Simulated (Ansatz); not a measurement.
# In2GaAs3: tests of the settings

The task, for In2GaAs3: relax the cell with several choices of k mesh.

Program: Ansatz 0.2.0. Level of theory: DFT r2SCAN, scalar-relativistic, plane waves, PAW. These are calculated values, not measurements.

1 further run of the same task is left out (set aside as unsound or not needed).

### Step 1. The system as given

It takes space group I-4m2 (No. 119, tetragonal). The conventional cell has a = 4.280 Å, b = 4.280 Å, c = 18.120 Å, α = 90.00°, β = 90.00°, γ = 90.00°. Around In (site symmetry 2mm) lie 4 As at 2.66 to 2.67 Å. Ga (site symmetry -4m2) has 4 As at 2.54 Å in its first shell of neighbours. Around As (site symmetry -4m2) lie 4 In at 2.66 Å. As (site symmetry 2mm) has 2 Ga at 2.54 Å and 2 In at 2.67 Å in its first shell of neighbours.

Structure file:

```xyz
6
Lattice="-2.1402 2.1402 9.0601 2.1402 -2.1402 9.0601 2.1402 2.1402 -9.0601" Properties=species:S:1:pos:R:3 pbc="T T T"
In    0.0000    0.0000    6.1021
In    0.0000    0.0000   12.0181
Ga    0.0000    0.0000    0.0000
As    2.1402    0.0000    4.5300
As    0.0000    2.1402    1.3676
As    0.0000    2.1402    7.6924
```

The structure comes from the Materials Project (structure only); it is used as listed.

### Step 2. The base input

input.yaml

```yaml
crystal:
  lattice:
    - [-2.140184, 2.140184, 9.060064]
    - [2.140184, -2.140184, 9.060064]
    - [2.140184, 2.140184, -9.060064]
  atoms:
    - { symbol: In, position: [0.336756, 0.336756, 0.0] }
    - { symbol: In, position: [0.663244, 0.663244, 0.0] }
    - { symbol: Ga, position: [0.0, 0.0, 0.0] }
    - { symbol: As, position: [0.25, 0.75, 0.5] }
    - { symbol: As, position: [0.575475, 0.075475, 0.5] }
    - { symbol: As, position: [0.924525, 0.424525, 0.5] }
basis:
  ecutwfc: 500
kpoints:
  mp_grid: { grid: [12, 12, 12] }
hamiltonian:
  xc: r2scan
scf:
  occupations: { method: gaussian, width: 0.1 }
output:
  forces: true
  stress: true
  eigenvalues: true
  populations: true
```

It was run beforehand and gave: -4934.9891 eV/atom at zero smearing, pressure -2.34 GPa, largest force 0.048 eV/Å, no gap on the mesh, in 8 SCF cycles and 9.2 min.

### Step 3. Relaxation, k mesh: 1×1×1

input.yaml

```yaml
crystal:
  lattice:
    - [-2.140184, 2.140184, 9.060064]
    - [2.140184, -2.140184, 9.060064]
    - [2.140184, 2.140184, -9.060064]
  atoms:
    - { symbol: In, position: [0.336756, 0.336756, 0.0] }
    - { symbol: In, position: [0.663244, 0.663244, 0.0] }
    - { symbol: Ga, position: [0.0, 0.0, 0.0] }
    - { symbol: As, position: [0.25, 0.75, 0.5] }
    - { symbol: As, position: [0.575475, 0.075475, 0.5] }
    - { symbol: As, position: [0.924525, 0.424525, 0.5] }
basis:
  ecutwfc: 500
kpoints:
  mp_grid: { grid: [1, 1, 1] }
hamiltonian:
  xc: r2scan
scf:
  occupations: { method: gaussian, width: 0.1 }
output:
  forces: true
  stress: true
  eigenvalues: true
relax:
  adjacent_minimum: "off"
  f_tol: 0.01
  max_steps: 60
  cell: { stress_tol: 0.05 }
```

Run with:

```bash
$ ansatz run input.yaml --threads 1 --pin off --max-ram 2560MiB --backend cpu --events-out ev --progress --plain --runs-dir out
```

### Step 4. Relaxation, k mesh: 2×2×2

input.yaml, as its differences from that of step 3:

```diff
@@ -15,3 +15,3 @@
 kpoints:
-  mp_grid: { grid: [1, 1, 1] }
+  mp_grid: { grid: [2, 2, 2] }
 hamiltonian:
```

### Step 5. Relaxation, k mesh: 4×4×4

input.yaml, as its differences from that of step 4:

```diff
@@ -15,3 +15,3 @@
 kpoints:
-  mp_grid: { grid: [2, 2, 2] }
+  mp_grid: { grid: [4, 4, 4] }
 hamiltonian:
```

### Step 6. Relaxing with k mesh 6×6×6

input.yaml, as its differences from that of step 5:

```diff
@@ -15,3 +15,3 @@
 kpoints:
-  mp_grid: { grid: [4, 4, 4] }
+  mp_grid: { grid: [6, 6, 6] }
 hamiltonian:
```

### Step 7. Relaxation, k mesh: 8×8×8

input.yaml, as its differences from that of step 6:

```diff
@@ -15,3 +15,3 @@
 kpoints:
-  mp_grid: { grid: [6, 6, 6] }
+  mp_grid: { grid: [8, 8, 8] }
 hamiltonian:
```

### Step 8. Relaxing with k mesh 12×12×12

input.yaml, as its differences from that of step 7:

```diff
@@ -15,3 +15,3 @@
 kpoints:
-  mp_grid: { grid: [8, 8, 8] }
+  mp_grid: { grid: [12, 12, 12] }
 hamiltonian:
```

(Steps that only read results are left out.)

Q: Predict the outcome of the series: the values and the trend.

As calculated:

```
                          quantity                                                                                  value
relaxed volume by k mesh (Å³/atom)  1×1×1: 21.82; 2×2×2: 27.36; 4×4×4: 26.55; 6×6×6: 26.53; 8×8×8: 26.53; 12×12×12: 26.53
```

**Reading.** The relaxed volumes span 25.4 %. From 4×4×4 on the volume holds to 0.5 %, at 0.09 of the time of the best run. A mesh shows the true gap only if it holds both band edges, so a denser mesh can show a larger one.

Spin-orbit coupling is left out, though the cell holds In; it can move the gap.
